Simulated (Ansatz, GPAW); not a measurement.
# Work function of B/Ti(0001) at several levels

How far do functional and basis move the work function of B/Ti(0001)?

Program: GPAW 26.7.0 and Ansatz 0.2.0. Level of theory: Ansatz plane waves; slab in vacuum with a dipole correction, relaxation, in the first sound run; inputs show where later runs differ. Results are calculated unless marked as measured.

Report form: the programs' logs are mostly left out.

## Step 1: The structure

The cell holds 5 atoms: 4 Ti and 1 B. Its edges and angles: a = 2.950 Å, b = 2.950 Å, c = 22.774 Å, α = 90.0°, β = 90.0°, γ = 60.0°. Vacuum lies along c.

## Step 2: Relaxation

Forces are removed first; all later runs use this geometry. The lowest 2 atoms are held at bulk positions and keep their forces.

The input, input.yaml:

```yaml
crystal:
  lattice:
    - [2.95, 0.0, 0.0]
    - [1.475, 2.5547749412, 0.0]
    - [0.0, 0.0, 22.7741168345]
  atoms:
    - { symbol: Ti, position: [0.6666666667, 0.6666666667, 0.3073664744] }
    - { symbol: Ti, position: [0.0, 0.0, 0.4102156877] }
    - { symbol: Ti, position: [0.6666666667, 0.6666666667, 0.513064901] }
    - { symbol: Ti, position: [0.0, 0.0, 0.6159141143] }
    - { symbol: B, position: [0.3333333333, 0.3333333333, 0.6926335256] }
kpoints:
  mp_grid: { grid: [12, 12, 1] }
hamiltonian:
  xc: pbe
scf:
  occupations: { method: fermi_dirac, width: 0.1 }
efield:
  axis: 3
  dipole_correction: true
  ramp_width: 0.05
relax:
  f_tol: 0.02
  max_steps: 60
  constraints: [{ sites: [0, 1] }]
output:
  write_potential: true
  write_density: true
  volumetric_format: npy
```

The run is started by

```bash
$ ansatz run input.yaml --threads 4 --pin off --max-ram 8192MiB --backend cpu --events-out ev --progress --plain --runs-dir out
```

Elapsed: 15 s, on 4 threads of Arm Neoverse V1, shared host; peak memory 0.48 GiB.

Relaxation path:

```
step  energy less that of the first step (eV)  largest force component (eV/Å)
   1                                   0.0000                          1.4382
   2                                  -0.2104                          0.1917
   3                                  -0.2144                          0.1027
   4                                  -0.2156                          0.0077
   5                                  -0.2156                          0.0079
```

Forces are held to the 6 operations that the run works with; a distortion that breaks them can't arise in this run.

The atoms that moved most (Å):

| atom | dx | dy | dz | length |
| --- | --- | --- | --- | --- |
| B5 | 0.000 | 0.000 | -0.201 | 0.201 |
| Ti4 | 0.000 | 0.000 | 0.062 | 0.062 |
| Ti3 | 0.000 | 0.000 | -0.018 | 0.018 |

The relaxed structure:

```cif
data_structure
_symmetry_space_group_name_H-M 'P 1'
_symmetry_Int_Tables_number 1
_cell_length_a 2.9500
_cell_length_b 2.9500
_cell_length_c 22.7741
_cell_angle_alpha 90.000
_cell_angle_beta 90.000
_cell_angle_gamma 60.000
_cell_volume 171.64
loop_
_atom_site_label
_atom_site_type_symbol
_atom_site_fract_x
_atom_site_fract_y
_atom_site_fract_z
_atom_site_occupancy
Ti1 Ti 0.66667 0.66667 0.30737 1
Ti2 Ti 0.00000 0.00000 0.41022 1
Ti3 Ti 0.66667 0.66667 0.51229 1
Ti4 Ti 0.00000 0.00000 0.61864 1
B5 B 0.33333 0.33333 0.68383 1
```

Numbers from this step:

```yaml
free_energy: -10151.1910 eV
smearing_term_ts: 0.2335 eV
symmetry_operations: 6
upper_work_function: 5.298 eV
lower_work_function: 4.402 eV
dipole_along_the_normal: -0.03732 e·Å
dipole_field: -0.03935 V/Å
vacuum_level_above: 8.496 eV
vacuum_level_below: 7.599 eV
```

The electrostatic potential energy of an electron (with the applied field's), less the Fermi level, planar mean oscillates, so the rows of the table below give means over windows of 2.28 Å about each position, cut where the curve ends. Its maxima inside the range that stand out by 2 % of the span (Å: eV): 8.1: -0.217, 10.5: -0.451, 12.8: 0.0738, 14.9: -4.41, 21.2: 5.30. Its minima: 7.0: -12.8, 9.4: -12.5, 11.7: -12.5, 14.1: -12.3, 15.5: -7.79.

Electrostatic potential energy of an electron (with the applied field's), less the Fermi level, planar mean against z; means over each step:

| z (Å) | electrostatic potential energy of an electron (with the applied field's), less the Fermi level, planar mean (eV) |
| --- | --- |
| 1.14 | 4.44 |
| 3.42 | 4.35 |
| 5.70 | -0.925 |
| 7.98 | -6.44 |
| 10.26 | -6.62 |
| 12.54 | -6.01 |
| 14.82 | -8.09 |
| 17.10 | 3.89 |
| 19.38 | 5.29 |
| 21.66 | 5.25 |

The valence density, planar mean oscillates, so the rows of the table below give means over windows of 2.42 Å about each position, cut where the curve ends. Its maxima inside the range that stand out by 2 % of the span (Å: e/Å³): 7.0: 1.49, 9.4: 1.48, 11.7: 1.50, 14.1: 1.51. Its minima: 8.1: 0.192, 10.5: 0.192, 13.0: 0.174.

Table of valence density, planar mean by z; means over each step:

```
z (Å)  valence density, planar mean (e/Å³)
 1.21                               1.0e-5
 3.63                              0.00231
 6.05                                0.475
 8.47                                0.695
10.89                                0.695
13.31                                0.662
15.73                                0.264
18.15                              0.00377
20.57                               3.5e-6
```

The relaxation lowered the energy of the cell by 0.216 eV.

## Step 3: Plane waves, PBE

The work function is the vacuum plateau of the electrostatic potential less the Fermi level; a dipole layer lets the two faces have plateaus of their own.

This step: GPAW, PAW setups; slab in vacuum (GPAW 26.7.0).

The input, run.py:

```python
import json
import numpy as np
from ase import Atoms
from gpaw import GPAW, PW

slab = Atoms(
    ['Ti', 'Ti', 'Ti', 'Ti', 'B'],
    positions=[
        [2.95000, 1.70318, 7.00000],
        [-0.00000, -0.00000, 9.34230],
        [2.95000, 1.70318, 11.66688],
        [-0.00000, -0.00000, 14.08901],
        [1.47500, 0.85159, 15.57354]],
    cell=[[2.95, 0.0, 0.0], [1.475, 2.55477, 0.0], [0.0, 0.0, 22.77412]],
    pbc=[True, True, False])

slab.calc = GPAW(mode=PW(500), xc='PBE', kpts={'size': (12, 12, 1), 'gamma': True},
                 occupations={'name': 'fermi-dirac', 'width': 0.1}, nbands='140%',
                 convergence={'density': 1e-05}, maxiter=200,
                 poissonsolver={'dipolelayer': 'xy'},
                 symmetry={'tolerance': 1e-3}, txt='slab.txt')
result = {}
energy = slab.get_potential_energy()
fermi = slab.calc.get_fermi_level()
v = slab.calc.get_electrostatic_potential().mean((0, 1)) - fermi
n = slab.calc.get_pseudo_density().mean((0, 1))
L = slab.cell[2, 2]
z = np.arange(len(v)) * L / len(v)
low, high = slab.positions[:, 2].min(), slab.positions[:, 2].max()
below, above = np.interp([low - 4.8, high + 4.8], z, v)
slopes = [np.interp(x, z, np.gradient(v, z)) for x in (low - 4.8, high + 4.8)]
eps = np.array([[slab.calc.get_eigenvalues(k, s) for k in range(len(slab.calc.get_ibz_k_points()))]
                for s in range(slab.calc.get_number_of_spins())]) - fermi
top, bottom = eps[eps < 0].max(), eps[eps > 0].min()
dipole = slab.get_dipole_moment()[2]
print(f'energy {energy:.4f} eV, Fermi level {fermi:.4f} eV, dipole {dipole:.5f} e A')
print(f'potential 4.8 A off the faces, from the Fermi level: lower {below:.4f} eV, upper {above:.4f} eV')
print(f'slope of the potential there: lower {slopes[0]:.5f}, upper {slopes[1]:.5f} eV/A')
print(f'nearest levels on the mesh: {top:.4f} and {bottom:.4f} eV')
print('magnetic moment', round(slab.get_magnetic_moment(), 3))
result.update(energy=energy, fermi=fermi, dipole=dipole, below=below, above=above, slopes=slopes, edges=[top, bottom],
              z=z.tolist(), v=v.tolist(), n=n.tolist(), positions=slab.positions.tolist(),
              forces=slab.get_forces(apply_constraint=False).tolist(), moments=slab.get_magnetic_moments().tolist())
json.dump(result, open('result.json', 'w'))
```

The run is started by

```bash
$ OMP_NUM_THREADS=1 OPENBLAS_NUM_THREADS=1 python run.py
```

It took 1.8 min on 1 thread; peak memory 0.24 GiB.

This step gave:

| Property | Result |
| --- | --- |
| dipole along the normal | -0.03720 e·Å |
| levels nearest the Fermi level on the mesh | -0.01108, 0.02314 eV from the Fermi level |
| lower work function | 4.403 eV |

The electrostatic potential energy of an electron (without an applied field's), less the Fermi level, planar mean oscillates, so the rows of the table below give means over windows of 2.37 Å about each position, cut where the curve ends. Its maxima inside the range that stand out by 2 % of the span (Å: eV): 8.2: -0.171, 10.5: -0.464, 12.9: 0.125, 15.0: -3.98. Its minima: 7.0: -19.6, 9.3: -19.4, 11.7: -19.4, 14.0: -19.0, 15.6: -10.0.

Electrostatic potential energy of an electron (without an applied field's), less the Fermi level, planar mean against z; means over each step:

z (Å), electrostatic potential energy of an electron (without an applied field's), less the Fermi level, planar mean (eV) and a bar from the least value:
```
     1.19        4.4 ############################
     3.56        4.3 ############################
     5.93       -3.8 ##########
     8.29       -8.3 
    10.67       -8.6 
    13.04       -7.6 ##
    15.41       -5.6 ######
    17.77        5.1 ##############################
    20.14        5.3 ##############################
    22.52        5.3 ##############################
```

The pseudo valence density, planar mean oscillates, so the rows of the table below give means over windows of 2.28 Å about each position, cut where the curve ends. Its maxima inside the range that stand out by 2 % of the span (Å: e/Å³): 7.0: 1.62, 9.3: 1.61, 11.6: 1.57, 14.0: 1.62. Its minima: 8.2: 0.191, 10.4: 0.193, 12.9: 0.173.

Pseudo valence density, planar mean against z; means over each step:

z (Å), pseudo valence density, planar mean (e/Å³) and a bar:
```
     1.14       0.00 
     3.42       0.00 
     5.70       0.24 ##########
     7.98       0.66 ############################
    10.26       0.67 #############################
    12.54       0.64 ###########################
    14.82       0.70 ##############################
    17.10       0.05 ##
    19.38       0.00
```

Force by atom:

| atom | x (eV/Å) | y (eV/Å) | z (eV/Å) | size |
| --- | --- | --- | --- | --- |
| Ti1 | 0.000 | 0.000 | 0.505 | 0.505 |
| Ti2 | 0.000 | 0.000 | -0.528 | 0.528 |
| Ti3 | 0.000 | 0.000 | 0.001 | 0.001 |
| Ti4 | 0.000 | 0.000 | -0.006 | 0.006 |
| B5 | 0.000 | 0.000 | 0.030 | 0.030 |

The potential is flat to 0.003 eV/Å where it is read, so the vacuum is wide enough. The geometry is the other program's minimum; here the largest force on a free atom is 0.030 eV/Å.

## Step 4: Self-consistent run: xc = "revPBE"

The same geometry under revPBE, to see how far the functional moves the levels against the vacuum.

Edit run.py of step 3 so:

```diff
@@ -16,3 +16,3 @@
 
-slab.calc = GPAW(mode=PW(500), xc='PBE', kpts={'size': (12, 12, 1), 'gamma': True},
+slab.calc = GPAW(mode=PW(500), xc='revPBE', kpts={'size': (12, 12, 1), 'gamma': True},
                  occupations={'name': 'fermi-dirac', 'width': 0.1}, nbands='140%',
```

It took 1.9 min on 1 thread; peak memory 0.24 GiB.

This step gave:

| Quantity | Value |
| --- | --- |
| dipole along the normal | -0.03781 e·Å |
| levels nearest the Fermi level on the mesh | -0.01084, 0.02778 eV from the Fermi level |
| upper work function | 5.211 eV |
| lower work function | 4.302 eV |

The electrostatic potential energy of an electron (without an applied field's), less the Fermi level, planar mean oscillates, so the rows of the table below give means over windows of 2.37 Å about each position, cut where the curve ends. Its maxima inside the range that stand out by 2 % of the span (Å: eV): 8.2: -0.249, 10.5: -0.544, 12.9: 0.0461, 15.0: -4.06. Its minima: 7.0: -19.7, 9.3: -19.4, 11.7: -19.5, 14.0: -19.1, 15.6: -10.1.

Table of electrostatic potential energy of an electron (without an applied field's), less the Fermi level, planar mean by z; means over each step:

z (Å), electrostatic potential energy of an electron (without an applied field's), less the Fermi level, planar mean (eV) and a bar from the least value:
```
     1.19        4.3 ############################
     3.56        4.2 ############################
     5.93       -3.9 ##########
     8.29       -8.4 
    10.67       -8.6 
    13.04       -7.7 ##
    15.41       -5.7 ######
    17.77        5.0 ##############################
    20.14        5.2 ##############################
    22.52        5.2 ##############################
```

Table of pseudo valence density, planar mean by z:

z (Å), pseudo valence density, planar mean (e/Å³) and a bar:
```
      2.5       0.00 
      3.0       0.00 
      3.5       0.00 
      4.0       0.00 
      4.5       0.01 
      5.0       0.02 
      5.5       0.04 #
      6.0       0.12 ##
      6.5       0.62 ############
      7.0       1.60 ##############################
      7.5       0.64 ############
      8.0       0.21 ####
      8.5       0.25 #####
      9.0       0.99 ##################
      9.5       1.44 ###########################
     10.0       0.40 #######
     10.5       0.20 ####
     11.0       0.38 #######
     11.5       1.40 ##########################
     12.0       1.01 ###################
     12.5       0.25 #####
     13.0       0.18 ###
     13.5       0.47 #########
     14.0       1.54 #############################
     14.5       0.87 ################
     15.0       0.35 #######
     15.5       0.29 #####
     16.0       0.21 ####
     16.5       0.08 ##
     17.0       0.02 
     17.5       0.01 
     18.0       0.00 
     18.5       0.00 
     19.0       0.00
```

Force by atom:

```csv
atom,x (eV/Å),y (eV/Å),z (eV/Å),size
Ti1,0.000,0.000,0.392,0.392
Ti2,0.000,0.000,-0.526,0.526
Ti3,0.000,0.000,0.010,0.010
Ti4,0.000,0.000,-0.038,0.038
B5,0.000,0.000,0.163,0.163
```

The upper face's work function is 5.211 eV, against 5.298 eV in the first plane-wave PBE run at this geometry.

## Step 5: Self-consistent run: xc = "LDA"

The same geometry under LDA, to see how far the functional moves the levels against the vacuum.

Edit run.py of step 4 so:

```diff
@@ -16,3 +16,3 @@
 
-slab.calc = GPAW(mode=PW(500), xc='revPBE', kpts={'size': (12, 12, 1), 'gamma': True},
+slab.calc = GPAW(mode=PW(500), xc='LDA', kpts={'size': (12, 12, 1), 'gamma': True},
                  occupations={'name': 'fermi-dirac', 'width': 0.1}, nbands='140%',
```

Elapsed: 1.7 min, on 1 thread; peak memory 0.24 GiB.

This step gave:

```
dipole along the normal                    : -0.03696 e·Å
levels nearest the Fermi level on the mesh : -0.01358, 0.02493 eV from the Fermi level
upper work function                        : 5.475 eV
lower work function                        : 4.586 eV
```

Table of electrostatic potential energy of an electron (without an applied field's), less the Fermi level, planar mean by z:

| z (Å) | electrostatic potential energy of an electron (without an applied field's), less the Fermi level, planar mean (eV) |
| --- | --- |
| 0.0 | 5.03 |
| 0.5 | 4.59 |
| 1.0 | 4.59 |
| 1.5 | 4.59 |
| 2.0 | 4.59 |
| 2.5 | 4.59 |
| 3.0 | 4.58 |
| 3.5 | 4.57 |
| 4.0 | 4.52 |
| 4.5 | 4.37 |
| 5.0 | 3.94 |
| 5.5 | 2.73 |
| 6.0 | -0.490 |
| 6.5 | -9.15 |
| 7.0 | -19.3 |
| 7.5 | -8.54 |
| 8.0 | -0.422 |
| 8.5 | -1.81 |
| 9.0 | -13.0 |
| 9.5 | -17.6 |
| 10.0 | -4.96 |
| 10.5 | -0.185 |
| 11.0 | -4.66 |
| 11.5 | -17.3 |
| 12.0 | -13.2 |
| 12.5 | -1.93 |
| 13.0 | 0.200 |
| 13.5 | -6.21 |
| 14.0 | -18.2 |
| 14.5 | -11.0 |
| 15.0 | -3.72 |
| 15.5 | -9.47 |
| 16.0 | -2.09 |
| 16.5 | 3.43 |
| 17.0 | 4.98 |
| 17.5 | 5.36 |
| 18.0 | 5.45 |
| 18.5 | 5.47 |
| 19.0 | 5.47 |
| 19.5 | 5.47 |
| 20.0 | 5.47 |
| 20.5 | 5.47 |
| 21.0 | 5.47 |
| 21.5 | 5.47 |
| 22.0 | 5.47 |
| 22.5 | 5.36 |

The upper face's work function is 5.475 eV, against 5.298 eV in the first plane-wave PBE run at this geometry.

## Step 6: Self-consistent run: xc = "vdW-DF2"

The same geometry under vdW-DF2, to see how far the functional moves the levels against the vacuum (the van der Waals functionals take revPBE setups).

Edit run.py of step 5 so:

```diff
@@ -16,3 +16,3 @@
 
-slab.calc = GPAW(mode=PW(500), xc='LDA', kpts={'size': (12, 12, 1), 'gamma': True},
+slab.calc = GPAW(mode=PW(500), xc='vdW-DF2', kpts={'size': (12, 12, 1), 'gamma': True},
                  occupations={'name': 'fermi-dirac', 'width': 0.1}, nbands='140%',
```

The job ended after 2.2 min (1 thread; peak memory 0.4 GiB).

Numbers from this step:

```yaml
dipole_along_the_normal: -0.04074 e·Å
levels_nearest_the_fermi_level_on_the_mesh: -0.003651, 0.02061 eV from the Fermi level
upper_work_function: 5.602 eV
lower_work_function: 4.622 eV
```

The electrostatic potential energy of an electron (without an applied field's), less the Fermi level, planar mean oscillates, so the rows of the table below give means over windows of 2.37 Å about each position, cut where the curve ends. Its maxima inside the range that stand out by 2 % of the span (Å: eV): 8.2: -0.305, 10.5: -0.575, 12.9: 0.0337, 15.0: -3.95. Its minima: 7.0: -19.5, 9.3: -19.2, 11.7: -19.3, 14.0: -19.0, 15.6: -9.89.

Table of electrostatic potential energy of an electron (without an applied field's), less the Fermi level, planar mean by z; means over each step:

| z (Å) | electrostatic potential energy of an electron (without an applied field's), less the Fermi level, planar mean (eV) |
| --- | --- |
| 1.19 | 4.66 |
| 3.56 | 4.53 |
| 5.93 | -3.65 |
| 8.29 | -8.34 |
| 10.67 | -8.54 |
| 13.04 | -7.62 |
| 15.41 | -5.50 |
| 17.77 | 5.34 |
| 20.14 | 5.60 |
| 22.52 | 5.56 |

The upper face's work function is 5.602 eV, against 5.298 eV in the first plane-wave PBE run at this geometry.

## Step 7: Real-space grid: mode = "fd"

A real-space grid is a second complete basis, so it checks the plane-wave result.

Edit run.py of step 6 so:

```diff
@@ -3,3 +3,3 @@
 from ase import Atoms
-from gpaw import GPAW, PW
+from gpaw import GPAW
 
@@ -16,3 +16,3 @@
 
-slab.calc = GPAW(mode=PW(500), xc='vdW-DF2', kpts={'size': (12, 12, 1), 'gamma': True},
+slab.calc = GPAW(mode='fd', h=0.18, xc='PBE', kpts={'size': (12, 12, 1), 'gamma': True},
                  occupations={'name': 'fermi-dirac', 'width': 0.1}, nbands='140%',
```

The job ended after 7 min (1 thread; peak memory 0.76 GiB).

This step gave:

* dipole along the normal: -0.03719 e·Å
* levels nearest the Fermi level on the mesh: -0.01124, 0.02051 eV from the Fermi level
* upper work function: 5.297 eV
* lower work function: 4.403 eV

The upper face's work function is 5.297 eV, against 5.298 eV in the first plane-wave PBE run at this geometry.

## Step 8: Atomic orbitals: mode = "lcao"

Atom-centred orbitals end a few angstrom from the surface, which tests how much the density's tail matters.

Edit run.py of step 7 so:

```diff
@@ -16,4 +16,4 @@
 
-slab.calc = GPAW(mode='fd', h=0.18, xc='PBE', kpts={'size': (12, 12, 1), 'gamma': True},
-                 occupations={'name': 'fermi-dirac', 'width': 0.1}, nbands='140%',
+slab.calc = GPAW(mode='lcao', basis='dzp', h=0.18, xc='PBE', kpts={'size': (12, 12, 1), 'gamma': True},
+                 occupations={'name': 'fermi-dirac', 'width': 0.1}, nbands='120%',
                  convergence={'density': 1e-05}, maxiter=200,
```

Wall time 21 min (1 thread); peak memory 0.4 GiB.

Numbers from this step:

- dipole along the normal: -0.03660 e·Å
- levels nearest the Fermi level on the mesh: -0.009371, 0.02798 eV from the Fermi level
- upper work function: 5.271 eV
- lower work function: 4.392 eV

The electrostatic potential energy of an electron (without an applied field's), less the Fermi level, planar mean oscillates, so the rows of the table below give means over windows of 2.31 Å about each position, cut where the curve ends. Its maxima inside the range that stand out by 2 % of the span (Å: eV): 8.2: -0.200, 10.5: -0.478, 12.9: 0.125, 15.0: -4.08. Its minima: 7.0: -19.6, 9.3: -19.5, 11.7: -19.4, 14.1: -19.1, 15.6: -10.0.

The electrostatic potential energy of an electron (without an applied field's), less the Fermi level, planar mean by z; means over each step:

```csv
z (Å),"electrostatic potential energy of an electron (without an applied field's), less the Fermi level, planar mean (eV)"
1.16,4.40
3.46,4.34
5.77,-2.15
8.08,-8.12
10.39,-8.34
12.70,-7.42
15.01,-9.05
17.32,4.52
19.63,5.27
21.94,5.27
```

The upper face's work function is 5.271 eV, against 5.298 eV in the first plane-wave PBE run at this geometry.

## Step 9: Cost and result by level

Times are for 1 thread of Arm Neoverse V1, shared host. The series side by side:

```csv
no.,run,upper work function (eV),lower work function (eV),time,memory (GiB)
1,pw,5.298,4.403,1.8 min,0.24
2,revPBE,5.211,4.302,1.9 min,0.24
3,LDA,5.475,4.586,1.7 min,0.24
4,vdW DF2,5.602,4.622,2.2 min,0.4
5,fd,5.297,4.403,7 min,0.76
6,lcao,5.271,4.392,21 min,0.4
```

(Continued in part 2 of 2.)

[Logs are printed without paths, hosts, clocks, repeated set-up lines and the standing remarks that a program may print on its own settings, such as how far it seeks lower states.]

[Hosts, paths, dates, database ids (printed as entryN), source tags and the programs' standing remarks are cut or masked in the printed files.]
